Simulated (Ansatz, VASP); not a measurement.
# CuI (Marshite): VASP beside Ansatz

The input INCAR:

```
PREC = Accurate
ENCUT = 520
EDIFF = 1E-6
ISMEAR = 0
SIGMA = 0.01
LREAL = False
LASPH = True
NELM = 80
ALGO = Normal
ISIF = 2
LWAVE = False
LCHARG = False
GGA = PE
NBANDS = 16
```

Contents of KPOINTS:

```
regular mesh
0
Gamma
  4 4 4
```

File POSCAR:

```
CuI
1.0
    0.0000000000      3.0315000000      3.0315000000
    3.0315000000      0.0000000000      3.0315000000
    3.0315000000      3.0315000000      0.0000000000
Cu I
1 1
Direct
    0.2500000000      0.2500000000      0.2500000000
    0.0000000000      0.0000000000      0.0000000000
```

Input for Ansatz:

```yaml
crystal:
  lattice:
    - [0.0, 3.0315, 3.0315]
    - [3.0315, 0.0, 3.0315]
    - [3.0315, 3.0315, 0.0]
  atoms:
    - { symbol: Cu, position: [0.25, 0.25, 0.25] }
    - { symbol: I, position: [0.0, 0.0, 0.0] }
basis:
  ecutwfc: 550.0
kpoints:
  mp_grid:
    grid: [4, 4, 4]
hamiltonian:
  xc: pbe
scf:
  occupations:
    method: fixed
output:
  eigenvalues: true
```

Alike in both runs: task single point; functional PBE; k mesh 4 × 4 × 4; no spin polarisation.

|  | VASP | Ansatz |
| --- | --- | --- |
| version | VASP 6.6.1 | Ansatz 0.2.0 |
| potentials or method | VASP PAW PBE potentials, release 64 (Cu, I) | plane waves, PAW |
| plane-wave cutoff (eV) | 520 | 550 |
| occupations | gaussian, width 0.01 eV | fixed |
| valence electrons in the cell | 18 | 36 |

|  | VASP | Ansatz | Ansatz less VASP |
| --- | --- | --- | --- |
| gap on the k mesh at the Fermi level (eV) | 1.14 | 1.12 | -0.021 |

The two sets of potentials don't hold the same shells in valence.

Caveats: the k mesh is coarse (spacing up to 0.45 Å⁻¹), so the values aren't converged; spin-orbit coupling is left out, which moves the levels of the heavy elements. A hybrid or GW would open this gap; PBE tends to underestimate it.
